# Strontium oxide on a ladder of methods

A band gap is the energy between the highest filled and the lowest empty level of a crystal. Volume and bulk modulus ask something else: where the total energy has its minimum, and how sharply it curves there. The questions below keep these two kinds of result apart, because a method may do well on one and badly on the other.

The crystal is SrO with four neighbours around each atom. Real SrO at ambient conditions has the rock-salt structure with six, so measured gaps cannot decide which method is right here. The gaps belong to one common cell, relaxed with r2SCAN, and their differences therefore come from the methods and their settings.

Zinc-blende SrO (F-43m) by semi-empirical, tight-binding and DFT methods, without spin or spin–orbit coupling. Gaps and times are for single points on the r2SCAN-relaxed cell; volumes come from each method's own relaxation or energy curve, bulk moduli from fixed cell shape. Plane-wave PBE uses a 420 eV cutoff and 8×8×8 k mesh, the coarse row 260 eV and 4×4×4.

| name | kind | band gap (eV) | volume per atom (Å³) | bulk modulus (GPa) | atoms computed | rough processor time, order of size (s) |
| --- | --- | --- | --- | --- | --- | --- |
| PBE coarse-settings | low cutoff and mesh | 2.435 | n/a | n/a | 2 | 0.8 |
| PM6 | semi-empirical | 7.512 | n/a | n/a | 64 | 2 |
| PM7 | semi-empirical | 8.861 | n/a | n/a | 64 | 2 |
| PBE | semilocal | 2.519 | 22.103 | 60.50 | 2 | 3 |
| GFN2-xTB tblite | tight binding | 0.000 | n/a | n/a | 64 | 6 |
| r2SCAN | semilocal | 2.889 | 21.771 | 65.50 | 2 | 7 |
| GLLB-SC | model potential | 5.880 | n/a | n/a | 2 | 7 |
| GFN1-xTB tblite | tight binding | 4.135 | n/a | n/a | 64 | 7 |
| PBE SZV | small basis | 0.000 | n/a | n/a | 2 | 7 |
| PBE DZVP | small basis | 2.481 | 22.371 | 61.10 | 2 | 20 |
| PBE sz-orbitals | small basis | 2.718 | n/a | n/a | 2 | 40 |

## 1. What does the PBE gap separate?

In the usual ionic picture, strontium hands its two outer electrons to oxygen. The top filled band is then made mainly of oxygen 2p orbitals, and the lowest empty band mainly of strontium orbitals. The gap is roughly the price of moving an electron from an oxide ion back to the metal.

PBE puts this price at 2.52 eV. The highest filled and lowest empty levels belong to electron waves of different wavelength. Light carries almost no momentum and cannot connect them on its own. The smallest gap for a direct transition is 3.36 eV in the same calculation, so even within one method the word "gap" needs a definition.

## 2. Why do r2SCAN and GLLB-SC give larger gaps?

The true gap compares two experiments: removing an electron from the crystal and adding one to it. In exact density functional theory, the potential jumps by a constant when the added electron enters. This jump, the derivative discontinuity, belongs to the true gap but not to the difference between the levels of the neutral crystal. PBE has no such jump, which is why its gaps are usually too small.

r2SCAN also uses the kinetic energy density, so its potential acts differently on different orbitals. In theory this can take up a small part of the jump, and the gap here rises by 0.37 eV. GLLB-SC adds an explicit estimate of the jump and reaches 5.88 eV, more than twice the PBE value. The order agrees with the theory. The GLLB-SC calculation lists the jump separately from the difference between the levels, so part of its increase over PBE is explicitly the jump. r2SCAN gives only a single gap, and how much of its smaller increase stands for the jump cannot be read off.

## 3. Why do PM6 and PM7 go further still?

PM6 and PM7 are semi-empirical methods of Hartree-Fock form. In that form, an electron in a filled level does not repel itself, so it feels all the electrons but one. An empty level feels the repulsion of all of them and lies high. In a real crystal, the surroundings would polarise around an added electron and lower its energy, but Hartree-Fock orbital energies leave this response out.

That explains why both gaps are wide: 7.5 eV for PM6 and 8.9 eV for PM7. It does not fix their exact size, which also depends on the parameters of each method. The semi-empirical and tight-binding runs also use a repeated cluster of 64 atoms, which samples only a few electron waves and can miss the true band edges. The two disagree even about the bonding, since PM7 assigns strontium about twice the positive charge that PM6 does. Their gaps are no estimate of the real one. They are weak evidence even for an insulator, because a Hartree-Fock form gives wide gaps to ordinary semiconductors too.

## 4. Does a zero gap mean that the crystal is a metal?

Two rows have no gap, and one of them uses PBE itself. With a minimal basis, called SZV, PBE gives zero; with the larger DZVP basis it gives 2.48 eV, close to the plane-wave result. The functional is the same, so the closed gap points to the description of the orbitals and not to PBE.

A small number of orbitals is not enough to explain the failure. The row PBE sz-orbitals also uses a minimal set, yet it keeps a gap of 2.72 eV. That value may be close to the plane-wave one partly by luck, since empty bands and gaps from a minimal set can be far off. The two sets may differ in the shape of their functions, and that can matter: an oxide ion is more swollen than a neutral oxygen atom, and a rigid function made for the wrong size places its level badly. This explanation has not been tested here.

GFN2-xTB also closes the gap. It was fitted to molecules, and on this cell it gives a pressure of about −8 GPa, a strong pull towards a smaller volume, whereas PBE pushes gently outwards. Its zero is best treated as a failure of the method for this crystal. The gap of 4.1 eV from GFN1-xTB looks more reasonable but deserves no more trust. The run behind it converged, yet on the same cell GFN1-xTB gives a negative pressure far larger still than that of GFN2-xTB, so it describes the forces in this crystal even worse. Two other runs at that level failed to converge.

## 5. Why is the r2SCAN crystal smaller and stiffer?

PBE tends to bind solids a little too weakly, and r2SCAN usually corrects part of this. Here the PBE volume is 1.5% larger than that of r2SCAN, and its bulk modulus is 5 GPa lower. The bulk modulus $B$ measures the pressure needed for a given relative compression. Ions that already sit closer together repel more steeply, so a smaller crystal should be harder to compress.

A short estimate shows how much this can explain. In many solids $B$ grows by roughly 4 GPa for each GPa of pressure. With $B=-V\,dP/dV$, where $V$ is the volume and $P$ the pressure, this means

$$\frac{dB}{B}=-4\,\frac{dV}{V},\qquad B\propto V^{-4}.$$

Starting from the PBE crystal and squeezing it to the r2SCAN volume gives

$$B\approx 60.5\ \text{GPa}\times\left(\frac{22.103}{21.771}\right)^4\approx 64.3\ \text{GPa}.$$

The r2SCAN calculation gives 65.5 GPa, so the change of volume could supply about three quarters of the difference. The exponent is a rough general value and was not adjusted to these rows.

The DZVP row shows where the rule breaks. Its volume is 1.2% larger than that of plane-wave PBE, so the rule predicts a softer crystal with 57.7 GPa. The calculation gives 61.1 GPa, slightly above the plane-wave value. The rule follows one energy curve to a new volume, while a new basis can change the curve itself. A new functional can do so too, which makes volume a plausible main cause for r2SCAN, but not an established one.

## 6. What happens if the settings are made coarser?

The coarse PBE row uses fewer plane waves and a coarser mesh of electron waves. Both were changed at once, so their effects cannot be separated, and the run carries a warning that its cutoff is below the recommended value. The gap falls by only 0.08 eV. The pressure on the same cell, however, rises from 0.96 to 1.85 GPa. The ratio of the two means little, because the pressure is zero wherever a calculation has its own best volume. What counts is the shift of 0.89 GPa. Divided by the modulus of 60.5 GPa, it is worth about 1.5% in volume, as much as the step from PBE to r2SCAN. Pressures carry some numerical noise, but this is a warning to anyone who wants to relax a structure with such settings.

The two results ask different things of the calculation. The gap depends on two levels, and both meshes contain the points where these levels lie. The pressure depends on how the energy of all the electrons changes with volume, including the inner strontium electrons that play no direct part in the gap. A stable gap is therefore no evidence that the volume will be stable too.

## 7. What would change if sulfur replaced oxygen?

A neutral sulfur atom holds its outer p electrons less tightly than an oxygen atom, which suggests a filled band that starts from a higher level. Sulfide ions are also larger. The longer distance weakens the electric attraction of the surrounding strontium ions, which otherwise pulls the anion levels down. Both arguments point to a higher filled band, which would narrow the gap if the empty band stayed in place. But that band can move too. In the rock-salt structure, strontium sulfide does have a smaller gap than the oxide, whereas among fourfold crystals zinc oxide has a smaller gap than zinc sulfide. Which way the gap of fourfold strontium sulfide would go is therefore a question for a calculation.

The longer and weaker contacts should also make the sulfide softer. The reasons for the order of the methods would remain: PBE would still lack the jump in the potential, and a Hartree-Fock form would still leave out the response of the surroundings. These are arguments from standard chemistry and theory, and the oxide calculations do not test them.

## 8. Which digits can be trusted?

For the PBE gap, 2.5 eV is a fair statement. Changing from plane waves to DZVP moves it by 0.04 eV, so even the second decimal is uncertain. As a prediction for the crystal, even the first digit is open, because GLLB-SC more than doubles the value. More decimals from PBE would not settle that question.

For the volume, going from plane waves to DZVP matters nearly as much as changing the functional: 1.2% against 1.5%. The runs behind the table do not all use the same k mesh, and other settings may differ between those two PBE runs as well. Two functionals should therefore be compared with the same basis and settings, or the difference may be put down to the wrong cause. The difference of 0.6 GPa between the two PBE moduli is too small to interpret.

Computing time is no substitute for these comparisons. The times in the table are rough sizes from shared machines, and a longer run does not guarantee a better gap. A sound check changes one ingredient at a time and watches the quantity that is actually needed.
